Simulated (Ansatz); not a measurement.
# Two Ansatz runs on Sb2Se3

The structure comes from a relaxation in the same program, started in the La2O3 type, and has space group P-3m1. Whether it is a known phase or the ground state wasn't checked.

First run: DFT, PBE, all-electron LAPW, scalar-relativistic (Ansatz 0.2.0).

Command: `ansatz run input.yaml --threads 2 --pin off --max-ram 5120MiB --backend cpu --events-out ev --progress --plain --runs-dir out` The run took 120 s on 2 threads of Arm Neoverse V2, with other jobs on the host, peak memory 0.74 GiB.

```yaml
crystal:
  lattice:
    - [4.0694543721, 0.0, 0.0]
    - [-2.034727186, 3.5242508658, 0.0]
    - [0.0, 0.0, 10.5348044482]
  atoms:
    - { symbol: Sb, position: [0.3333333333, 0.6666666667, 0.1799456836] }
    - { symbol: Sb, position: [0.6666666667, 0.3333333333, 0.8200543164] }
    - { symbol: Se, position: [0.0, 0.0, 0.0] }
    - { symbol: Se, position: [0.3333333333, 0.6666666667, 0.672628085] }
    - { symbol: Se, position: [0.6666666667, 0.3333333333, 0.327371915] }
kpoints:
  mp_grid: { grid: [8, 8, 5] }
  band_path:
    path:
      - [0.0, 0.0, 0.0]
      - [0.5, 0.0, 0.0]
      - [0.3333333333, 0.3333333333, 0.0]
      - [0.0, 0.0, 0.0]
      - [0.0, 0.0, 0.5]
      - [0.5, 0.0, 0.5]
      - [0.3333333333, 0.3333333333, 0.5]
      - [0.0, 0.0, 0.5]
      - [0.5, 0.0, 0.5]
    npoints: 14
scf:
  occupations: { method: fermi_dirac, width: 0.03 }
hamiltonian:
  xc: pbe
  pseudopotentials: { kind: all_electron, lapw: { basis_error: 0.001 } }
output:
  forces: true
  stress: true
  eigenvalues: true
  fatbands: true
  populations: true
  dos: { projected: true, de: 0.2, e_range: [-14, 8] }
```

Result: converged; pressure 0.00 GPa; gap on the k mesh 0.46 eV (the mesh can miss the band edges); 10 SCF iterations.

No spin–orbit coupling, which matters for the heavy atoms here.

The input is then changed:

```diff
@@ -27,5 +27,5 @@
   occupations: { method: fermi_dirac, width: 0.03 }
 hamiltonian:
-  xc: pbe
+  xc: revpbe
   pseudopotentials: { kind: all_electron, lapw: { basis_error: 0.001 } }
 output:
@@ -33,6 +33,4 @@
   stress: true
   eigenvalues: true
-  fatbands: true
   populations: true
-  dos: { projected: true, de: 0.2, e_range: [-14, 8] }
```

What does the second run give?

It converged; pressure 1.04 GPa; largest force 0.044 eV/Å; gap on the k mesh 0.50 eV (the mesh can miss the band edges); 11 SCF iterations.
